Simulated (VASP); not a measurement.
Input of a VASP 6.6.1 run:

INCAR

```
SYSTEM = NaI
PREC = Accurate
ENCUT = 600
EDIFF = 1E-7
ISMEAR = 0
SIGMA = 0.03
LREAL = .False.
LASPH = .True.
NELM = 80
ALGO = Normal
ISIF = 3
LWAVE = .False.
LCHARG = .False.
GGA = PE
IBRION = 2
NSW = 90
EDIFFG = -0.005
```

File KPOINTS:

```
regular mesh
0
Gamma
  8 8 8
  0 0 0
```

POSCAR

```
NaI                                     
1.0
    0.0000000000      3.2643894140      3.2643894140
    3.2643894140      0.0000000000      3.2643894140
    3.2643894140      3.2643894140     -0.0000000000
  Na              I             
     1     1
Direct
     0.0000000000000000    0.0000000000000000    0.0000000000000000
     0.5000000000000000    0.5000000000000000    0.5000000000000000
```

Potentials or basis: VASP PAW PBE potentials, release 64 (Na_pv, I).

Command:

```sh
$ cat potpaw_PBE.64/Na_pv/POTCAR potpaw_PBE.64/I/POTCAR > POTCAR
$ mpirun -np 1 vasp_std > vasp.out
```

(1) Predict the band gap on the k mesh.

Answers

(1) 3.57 eV, direct.

Caveat: the relaxation stopped at its first step, so nothing moved; spin-orbit coupling is left out, which moves the levels of the heavy elements.
